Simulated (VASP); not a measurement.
# PtS2 (P-3m1) in VASP: notebook

Runs on PtS2. Level: PBE. Tasks: G0W0 quasiparticle levels.

Program: VASP 6.6.1. These are calculated values, not measurements. Logs are shortened: lines on timing, memory, paths and dates and some standing lists are left out, and cuts for length are marked.

**1. Starting point**

Symmetry: P-3m1, No. 164, trigonal system. Conventional cell: a = 3.543 Å, b = 3.543 Å, c = 5.039 Å, α = 90.00°, β = 90.00°, γ = 120.00°. Pt (site symmetry -3m) is surrounded by 6 S at 2.34 Å. Around S (site symmetry 3m) lie 3 Pt at 2.34 Å.

**2. G0W0 quasiparticle levels, PBE**

The input, POSCAR:

```
PtS2
1.0
    3.5432000000      0.0000000000      0.0000000000
   -1.7716000000      3.0685012107      0.0000000000
    0.0000000000      0.0000000000      5.0388000000
Pt S
1 2
Direct
    0.0000000000      0.0000000000      0.0000000000
    0.6666666667      0.3333333333      0.7730000000
    0.3333333333      0.6666666667      0.2270000000
```

The input, INCAR.step1:

```
SYSTEM = PtS2
ALGO     = Normal         ! electronic algorithm
EDIFF    = 1E-8           ! SCF threshold, eV
ENCUT    = 450            ! plane-wave cutoff, eV
GGA      = PE             ! functional
ISMEAR   = 0              ! smearing method
LASPH    = .TRUE.         ! aspherical terms in the spheres
LCHARG   = .FALSE.        ! write CHGCAR
LREAL    = .FALSE.        ! projectors in reciprocal space
LWAVE    = .TRUE.         ! write WAVECAR
NELM     = 100            ! most SCF steps
PREC     = Accurate       ! precision mode
SIGMA    = 0.01           ! smearing width, eV
```

The input, INCAR.step2:

```
SYSTEM = PtS2
ALGO     = Exact          ! electronic algorithm
EDIFF    = 1E-8           ! SCF threshold, eV
ENCUT    = 450            ! plane-wave cutoff, eV
GGA      = PE             ! functional
ISMEAR   = 0              ! smearing method
ISTART   = 1            
LASPH    = .TRUE.         ! aspherical terms in the spheres
LCHARG   = .FALSE.        ! write CHGCAR
LOPTICS  = .TRUE.         ! frequency-dependent dielectric function
LREAL    = .FALSE.        ! projectors in reciprocal space
LWAVE    = .TRUE.         ! write WAVECAR
NBANDS   = 76             ! bands
NELM     = 1              ! most SCF steps
PREC     = Accurate       ! precision mode
SIGMA    = 0.01           ! smearing width, eV
```

The input, INCAR.step3:

```
SYSTEM = PtS2
ALGO     = EVGW0          ! electronic algorithm
EDIFF    = 1E-8           ! SCF threshold, eV
ENCUT    = 450            ! plane-wave cutoff, eV
ENCUTGW  = 50             ! cutoff of the response function
GGA      = PE             ! functional
ISMEAR   = 0              ! smearing method
ISTART   = 1            
LASPH    = .TRUE.         ! aspherical terms in the spheres
LCHARG   = .FALSE.        ! write CHGCAR
LREAL    = .FALSE.        ! projectors in reciprocal space
LWAVE    = .FALSE.        ! write WAVECAR
NBANDS   = 76             ! bands
NBANDSGW = 19           
NELMGW   = 1            
NOMEGA   = 48             ! frequency points
PREC     = Accurate       ! precision mode
PRECFOCK = Fast         
SIGMA    = 0.01           ! smearing width, eV
```

The input, KPOINTS:

```
k-points
0
G
  3 3 2
  0 0 0
```

Potentials or basis: VASP PAW PBE potentials, release 64 (Pt_GW, S_GW).

Launch:

```sh
$ cat potpaw_PBE.64/Pt_GW/POTCAR potpaw_PBE.64/S_GW/POTCAR > POTCAR
$ cp INCAR.step1 INCAR
$ mpirun -np 1 vasp_std > vasp.out
$ cp INCAR.step2 INCAR
$ mpirun -np 1 vasp_std > vasp.out
$ cp INCAR.step3 INCAR
$ mpirun -np 1 vasp_std > vasp.out
```

OUTCAR:

```text
SYSTEM = PtS2
   EDIFF = 1E-8
   ENCUT = 450
   ENCUTGW = 50
   GGA = PE
   ISMEAR = 0
   ISTART = 1
   LASPH = .TRUE.
   LREAL = .FALSE.
   NELMGW = 1
   PREC = Accurate
   PRECFOCK = Fast

 Found      6 irreducible k-points:

 Following reciprocal coordinates:
            Coordinates               Weight
  0.000000  0.000000  0.000000      1.000000
  0.333333 -0.000000  0.000000      6.000000
  0.333333  0.333333  0.000000      2.000000
  0.000000  0.000000  0.500000      1.000000
  0.333333 -0.000000  0.500000      6.000000
  0.333333  0.333333  0.500000      2.000000
   k-points           NKPTS =      6   k-points in BZ     NKDIM =     18   number of bands    NBANDS=     76
   number of dos      NEDOS =    301   number of ions     NIONS =      3
   total plane-waves  NPLWV =  28224
   dimension x,y,z NGX =    28 NGY =   28 NGZ =   36
   dimension x,y,z NGXF=    56 NGYF=   56 NGZF=   72
   ions per type =               1   2
   NGX,Y,Z   is equivalent  to a cutoff of  13.14, 13.14, 11.88 a.u.
   NGXF,Y,Z  is equivalent  to a cutoff of  26.28, 26.28, 23.76 a.u.
 SYSTEM =  PtS2
   PREC   = accura    normal or accurate (medium, high low for compatibility)
   ISTART =      1    job   : 0-new  1-cont  2-samecut
   ICHARG =      0    charge: 1-file 2-atom 10-const
   ISPIN  =      1    spin polarized calculation?
   LNONCOLLINEAR =      F non collinear calculations
   LSORBIT =      F    spin-orbit coupling
   LASPH  =      T    aspherical Exc in radial PAW
   ENCUT  =  450.0 eV  33.07 Ry    5.75 a.u.   6.13  6.13  8.72*2*pi/ulx,y,z
   NELM   =     60;   NELMIN=  2; NELMDL=  0     # of ELM steps
   EDIFF  = 0.1E-07   stopping-criterion for ELM
   LREAL  =      F    real-space projection
   EDIFFG = 0.1E-06   stopping-criterion for IOM
   NSW    =      0    number of steps for IOM
   IBRION =     -1    ionic relax: 0-MD 1-quasi-New 2-CG
   NFREE  =      0    steps in history (QN), initial steepest desc. (CG)
   ISIF   =      0    stress and relaxation
   ISYM   =      3    0-nonsym 1-usesym 2-fastsym
   POTIM  = 0.5000    time-step for ionic-motion
   TEBEG  =    0.0;   TEEND  =   0.0 temperature during run
   PSTRESS=    0.0 pullay stress
   NELECT =      22.0000    total number of electrons
   NUPDOWN=      -1.0000    fix difference up-down
   EMIN   =  10.00;   EMAX   =-10.00  energy-range for DOS
   EFERMI =   0.00;   METHOD = LEGACY
   ISMEAR =     0;   SIGMA  =   0.01  broadening in eV -4-tet -1-fermi 0-gaus
   EFERMI_NEDOS =   21; number of points for ismear=-14 and -15
   IALGO  =     38    algorithm
   IMIX   =      4    mixing-type and parameters
     AMIX     =   0.40;   BMIX     =  1.00
     AMIX_MAG =   1.60;   BMIX_MAG =  1.00
  volume/ion in A,a.u.               =      18.26       123.23
  Fermi-wavevector in a.u.,A,eV,Ry     =   1.207812  2.282434 19.848315  1.458810
  Thomas-Fermi vector in A             =   2.343439
   LORBIT       =      0    0 simple, 1 ext, 2 COOP (PROOUT), +10 PAW based schemes
   GGA     = PE    functional components
   LHFCALC =     T    Hartree Fock is set to
   PRECFOCK=fast      Normal, Fast or Accurate (Low or Medium for compatibility)
   ENCUT4O =  -1.0   cutoff for four orbital integrals eV
   NKREDX  =     1    reduce k-point grid by
   NKREDY  =     1    reduce k-point grid by
   NKREDZ  =     1    reduce k-point grid by
   AEXX    =    1.0000 exact exchange contribution
   HFSCREEN=    0.0000 screening length (either q_TF or 0.3 A-1)
   HFSCREENC=   0.0000 screening length for correlation (either q_TF or 0.3 A-1)
   ENCUTFOCK=  -1.0 apply spherical cutoff to Coloumb kernel
   IVDW    =     0    specifies the selected vdW correction
   LEPSILON=     F    determine dielectric tensor
   LRPA    =     F    only Hartree local field effects (RPA)
   LRPAFORCE           =     F    calculate RPA forces
   ENCUTGW             =  50.0    cutoff for response function in eV
   ENCUTGWSOFT         =  40.0    soft cutoff for Coulomb kernel in GW response function in eV
   ENCUTLF             =  -1.0    cutoff for local field effects
   NELMGW              =     1    number of iterations in solving QP/BSE equation
   NELMHF              =     1    number of iterations in the inner HF iteration
   NKREDLFX            =     1    NKREDLFY  =   1   NKREDLFZ  =   1
 non-spin polarized calculation
 Gauss-broadening in eV      SIGMA  =   0.01
  energy-cutoff  :      450.00
  volume of cell :       54.78
 maximum number of plane-waves:      1206
 NGX is ok and might be reduce to    28
  NGX = 14; NGY = 14; NGZ = 20
   NGX = 13   NGY = 13   NGZ = 17
 maximum number of plane-waves:        48
 NGX is ok and might be reduce to    10

 QP shifts <psi_nk| G(iteration)W_0 |psi_nk>: iteration 1
 for sc-GW calculations column KS-energies equals QP-energies in previous step
 and V_xc(KS)=  KS-energies - (<T + V_ion + V_H > + <T+V_H+V_ion>^1  + <V_x>^1)

 k-point   1 :       0.0000    0.0000    0.0000
  band No.  KS-energies  QP-energies   sigma(KS)   V_xc(KS)     V^pw_x(r,r')   Z            occupation Imag(sigma)

      1      -8.8583      -8.6840     -12.9018     -13.1655     -21.5013       0.6610       2.0000       1.5047
      2      -5.6146      -5.5976     -13.9942     -14.0187     -21.2108       0.6915       2.0000       0.9841
      3      -0.3200      -0.4543     -13.3368     -13.1494     -18.0534       0.7168       2.0000       0.5251
      4      -0.3200      -0.4543     -13.3368     -13.1494     -18.0534       0.7168       2.0000       0.5251
      5      -0.2003      -0.4962     -12.4022     -11.9905     -17.6611       0.7185       2.0000       0.7364
      6       2.7428       2.4721     -13.3016     -12.9259     -18.0349       0.7205       2.0000       0.3363
[... 11 lines left out ...]
     18      18.6470      19.5342     -10.5656     -11.6953      -5.1189       0.7854       0.0000      -0.4752
     19      19.2651      20.1929     -11.1548     -12.3676      -5.7558       0.7650       0.0000      -0.4799

 k-point   2 :       0.3333   -0.0000    0.0000
  band No.  KS-energies  QP-energies   sigma(KS)   V_xc(KS)     V^pw_x(r,r')   Z            occupation Imag(sigma)

      1      -7.5812      -7.5336     -13.3835     -13.4560     -21.3453       0.6572       2.0000       1.2070
      2      -6.2610      -6.2131     -13.9119     -13.9836     -21.4274       0.6690       2.0000       1.0007
      3      -0.0553      -0.2991     -12.8574     -12.5255     -17.7631       0.7348       2.0000       0.5876
      4       0.3857       0.2772     -13.3892     -13.2407     -17.8005       0.7310       2.0000       0.4742
      5       1.1780       1.0145     -13.0437     -12.8228     -17.2469       0.7398       2.0000       0.4554
      6       1.2905       1.0011     -12.7057     -12.3145     -17.2889       0.7399       2.0000       0.4994
[... 11 lines left out ...]
     18      16.1436      16.8910     -10.6651     -11.6411      -5.5200       0.7657       0.0000      -0.3231
     19      17.8730      18.5893     -10.4101     -11.3349      -5.0558       0.7746       0.0000      -0.4164

 k-point   3 :       0.3333    0.3333    0.0000
  band No.  KS-energies  QP-energies   sigma(KS)   V_xc(KS)     V^pw_x(r,r')   Z            occupation Imag(sigma)

      1      -6.5819      -6.5446     -13.8312     -13.8876     -21.4458       0.6611       2.0000       1.0266
      2      -6.5819      -6.5446     -13.8312     -13.8876     -21.4458       0.6611       2.0000       1.0266
      3      -0.1189      -0.2882     -12.7193     -12.4914     -17.1599       0.7427       2.0000       0.5619
      4       0.3775       0.1139     -12.8648     -12.5052     -17.4308       0.7330       2.0000       0.4913
      5       0.3775       0.1139     -12.8648     -12.5052     -17.4308       0.7330       2.0000       0.4913
      6       2.1370       1.9906     -13.1840     -12.9846     -17.6023       0.7344       2.0000       0.4397
[... 11 lines left out ...]
     18      17.3449      18.2426     -10.5815     -11.7195      -5.0797       0.7888       0.0000      -0.5083
     19      17.7943      18.7015     -10.8927     -12.0568      -5.3302       0.7793       0.0000      -0.5228

 k-point   4 :       0.0000    0.0000    0.5000
  band No.  KS-energies  QP-energies   sigma(KS)   V_xc(KS)     V^pw_x(r,r')   Z            occupation Imag(sigma)

      1      -8.5791      -8.4121     -13.0818     -13.3381     -21.5096       0.6516       2.0000       1.3570
      2      -6.3063      -6.3519     -13.5108     -13.4435     -21.0323       0.6769       2.0000       1.1835
      3      -0.2998      -0.4320     -13.3421     -13.1581     -18.0522       0.7180       2.0000       0.5239
      4      -0.2998      -0.4320     -13.3421     -13.1581     -18.0522       0.7180       2.0000       0.5239
      5       1.0734       0.8638     -13.1279     -12.8393     -18.3097       0.7263       2.0000       0.5353
      6       2.7200       2.4472     -13.2829     -12.9030     -18.0279       0.7184       2.0000       0.3380
[... 11 lines left out ...]
     18      16.2883      16.4939      -8.9518      -9.2162      -3.9896       0.7778       0.0000      -0.2530
     19      17.8446      18.4610     -10.2305     -11.0409      -5.1094       0.7607       0.0000      -0.3378

 k-point   5 :       0.3333   -0.0000    0.5000
  band No.  KS-energies  QP-energies   sigma(KS)   V_xc(KS)     V^pw_x(r,r')   Z            occupation Imag(sigma)

      1      -7.3619      -7.3050     -13.5352     -13.6215     -21.3837       0.6594       2.0000       1.1183
      2      -6.5042      -6.4735     -13.7348     -13.7809     -21.3647       0.6655       2.0000       1.0774
      3      -0.3931      -0.6857     -12.6610     -12.2618     -17.6138       0.7330       2.0000       0.6450
      4       0.3379       0.2249     -13.3603     -13.2054     -17.8062       0.7294       2.0000       0.4837
      5       0.6665       0.4806     -12.9052     -12.6546     -17.2438       0.7419       2.0000       0.5244
      6       2.1208       1.8724     -13.0737     -12.7321     -17.8248       0.7273       2.0000       0.4031
[... 11 lines left out ...]
     18      17.0657      18.0398     -11.0861     -12.3498      -5.8193       0.7707       0.0000      -0.4267
     19      18.1413      18.8761     -10.5965     -11.5430      -5.2774       0.7764       0.0000      -0.4285

 k-point   6 :       0.3333    0.3333    0.5000
  band No.  KS-energies  QP-energies   sigma(KS)   V_xc(KS)     V^pw_x(r,r')   Z            occupation Imag(sigma)

      1      -6.5646      -6.5205     -13.8442     -13.9108     -21.4620       0.6624       2.0000       1.0257
      2      -6.5646      -6.5205     -13.8442     -13.9108     -21.4620       0.6624       2.0000       1.0257
      3       0.1604      -0.1545     -12.6851     -12.2549     -17.2951       0.7319       2.0000       0.5139
      4       0.1604      -0.1545     -12.6851     -12.2549     -17.2951       0.7319       2.0000       0.5139
      5       0.2052       0.0898     -12.9448     -12.7892     -17.2706       0.7414       2.0000       0.5113
      6       2.3307       2.2560     -13.3684     -13.2671     -17.4454       0.7371       2.0000       0.3949
[... 11 lines left out ...]
     18      17.2992      17.9133     -10.3489     -11.1543      -5.1629       0.7625       0.0000      -0.3179
     19      17.2992      17.9133     -10.3489     -11.1543      -5.1629       0.7625       0.0000      -0.3179
```

Run time: 35 s. Hardware: 1 thread of Intel Xeon 6975P-C (Granite Rapids), shared host; peak memory 0.37 GiB.

These settings aren't checked as converged: the numbers below hold their error.

Results:

```yaml
Band_gap_on_the_k_mesh_mean-field_level: 1.18 eV, indirect (least direct gap 2.40 eV)
Quasiparticle_gap: 1.64 eV
Least_direct_quasiparticle_gap: 3.04 eV
```

Caveat: the k mesh is coarse (spacing up to 0.68 Å⁻¹), so the values aren't converged; bands, screening cutoff and mesh are small and nothing is extrapolated, so the quasiparticle values aren't converged; spin-orbit coupling is left out, which moves the levels of the heavy elements; an odd mesh through Γ misses points on the zone boundary, where band edges often lie.

**3. G0W0 quasiparticle levels, PBE**

POSCAR is that of step 2.

INCAR.step1 is that of step 2.

INCAR.step2 is that of step 2.

INCAR.step3, as its differences from that of step 2:

```diff
@@ -4,3 +4,3 @@
 ENCUT    = 450            ! plane-wave cutoff, eV
-ENCUTGW  = 50             ! cutoff of the response function
+ENCUTGW  = 100            ! cutoff of the response function
 GGA      = PE             ! functional
```

KPOINTS is that of step 2.

Potentials or basis: VASP PAW PBE potentials, release 64 (Pt_GW, S_GW).

Launch:

```sh
$ cat potpaw_PBE.64/Pt_GW/POTCAR potpaw_PBE.64/S_GW/POTCAR > POTCAR
$ cp INCAR.step1 INCAR
$ mpirun -np 1 vasp_std > vasp.out
$ cp INCAR.step2 INCAR
$ mpirun -np 1 vasp_std > vasp.out
$ cp INCAR.step3 INCAR
$ mpirun -np 1 vasp_std > vasp.out
```

OUTCAR:

```text
SYSTEM = PtS2
   EDIFF = 1E-8
   ENCUT = 450
   ENCUTGW = 100
   GGA = PE
   ISMEAR = 0
   ISTART = 1
   LASPH = .TRUE.
   LREAL = .FALSE.
   NELMGW = 1
   PREC = Accurate
   PRECFOCK = Fast

 Found      6 irreducible k-points:

 Following reciprocal coordinates:
            Coordinates               Weight
  0.000000  0.000000  0.000000      1.000000
  0.333333 -0.000000  0.000000      6.000000
  0.333333  0.333333  0.000000      2.000000
  0.000000  0.000000  0.500000      1.000000
[... 58 lines left out ...]
   LRPA    =     F    only Hartree local field effects (RPA)
   LRPAFORCE           =     F    calculate RPA forces
   ENCUTGW             = 100.0    cutoff for response function in eV
   ENCUTGWSOFT         =  80.0    soft cutoff for Coulomb kernel in GW response function in eV
   ENCUTLF             =  -1.0    cutoff for local field effects
   NELMGW              =     1    number of iterations in solving QP/BSE equation
   NELMHF              =     1    number of iterations in the inner HF iteration
   NKREDLFX            =     1    NKREDLFY  =   1   NKREDLFZ  =   1
 non-spin polarized calculation
 Gauss-broadening in eV      SIGMA  =   0.01
  energy-cutoff  :      450.00
  volume of cell :       54.78
 maximum number of plane-waves:      1206
 NGX is ok and might be reduce to    28
  NGX = 14; NGY = 14; NGZ = 20
   NGX = 13   NGY = 13   NGZ = 17
 maximum number of plane-waves:       123
 NGX is ok and might be reduce to    14

 QP shifts <psi_nk| G(iteration)W_0 |psi_nk>: iteration 1
 for sc-GW calculations column KS-energies equals QP-energies in previous step
 and V_xc(KS)=  KS-energies - (<T + V_ion + V_H > + <T+V_H+V_ion>^1  + <V_x>^1)

 k-point   1 :       0.0000    0.0000    0.0000
  band No.  KS-energies  QP-energies   sigma(KS)   V_xc(KS)     V^pw_x(r,r')   Z            occupation Imag(sigma)

      1      -8.8583      -8.7835     -13.0511     -13.1655     -21.5013       0.6540       2.0000       1.5527
      2      -5.6146      -5.6983     -14.1412     -14.0187     -21.2108       0.6838       2.0000       0.9987
      3      -0.3200      -0.5209     -13.4314     -13.1494     -18.0534       0.7125       2.0000       0.5832
      4      -0.3200      -0.5209     -13.4314     -13.1494     -18.0534       0.7125       2.0000       0.5832
      5      -0.2003      -0.5228     -12.4428     -11.9905     -17.6611       0.7127       2.0000       0.7734
      6       2.7428       2.4793     -13.2954     -12.9259     -18.0349       0.7129       2.0000       0.3766
[... 113 lines left out ...]
      5       0.2052      -0.0239     -13.0997     -12.7892     -17.2706       0.7378       2.0000       0.5375
      6       2.3307       2.1761     -13.4785     -13.2671     -17.4454       0.7312       2.0000       0.4339
[... 11 lines left out ...]
     18      17.2992      17.8815     -10.3887     -11.1543      -5.1629       0.7606       0.0000      -0.3165
     19      17.2992      17.8815     -10.3887     -11.1543      -5.1629       0.7606       0.0000      -0.3165
```

OUTCAR.step1:

```text
SYSTEM = PtS2
   EDIFF = 1E-8
   ENCUT = 450
   GGA = PE
   ISMEAR = 0
   LASPH = .TRUE.
   LREAL = .FALSE.
   NELM = 100
[... 216 lines left out ...]
      0.00000      0.00000      0.00000         0.000000      0.000000      0.000000
      1.77160      1.02283      3.89499        -0.000000      0.000000     -1.151666
     -0.00000      2.04567      1.14381        -0.000000      0.000000      1.151666
 -----------------------------------------------------------------------------------
    total drift:                                0.000000     -0.000000      0.000000

  FREE ENERGIE OF THE ION-ELECTRON SYSTEM (eV)
  ---------------------------------------------------
  free  energy   TOTEN  =       -15.3524392700 eV

  energy  without entropy=      -15.3524392700  energy(sigma->0) =      -15.35243927
```

OUTCAR.step2:

```text
SYSTEM = PtS2
   EDIFF = 1E-8
   ENCUT = 450
   GGA = PE
[... 602 lines left out ...]
  --------------------------------------------------------------------------------------------------------------
     0.00000    14.09335    14.09335     8.73702    -0.00000    -0.00000     0.00000
     0.85404    14.99965    14.99965     9.11416    -0.00000    -0.00000     0.00000
     1.70808    19.48210    19.48210    10.88746    -0.00000    -0.00000     0.00000
     2.56212     8.57254     8.57254     6.95354     0.00000    -0.00000    -0.00000
     3.41616    10.47261    10.47261    14.28717     0.00000    -0.00000     0.00000
     4.27019    -5.91622    -5.91622     1.74691    -0.00000     0.00000     0.00000
[... 92 lines left out ...]
    83.69582     0.90761     0.90761     0.90506     0.00000     0.00000    -0.00000
    84.54986     0.90970     0.90970     0.90723     0.00000     0.00000    -0.00000
```

Run time: 38 s. Hardware: 1 thread of Intel Xeon 6975P-C (Granite Rapids), shared host; peak memory 0.37 GiB.

These settings aren't checked as converged: the numbers below hold their error.

Results:

```yaml
Band_gap_on_the_k_mesh_mean-field_level: 1.18 eV, indirect (least direct gap 2.40 eV)
Quasiparticle_gap: 1.75 eV
Least_direct_quasiparticle_gap: 3.08 eV
```

Caveat: the k mesh is coarse (spacing up to 0.68 Å⁻¹), so the values aren't converged; bands, screening cutoff and mesh are small and nothing is extrapolated, so the quasiparticle values aren't converged; spin-orbit coupling is left out, which moves the levels of the heavy elements; an odd mesh through Γ misses points on the zone boundary, where band edges often lie.

(Part 1 of 2 ends here.)
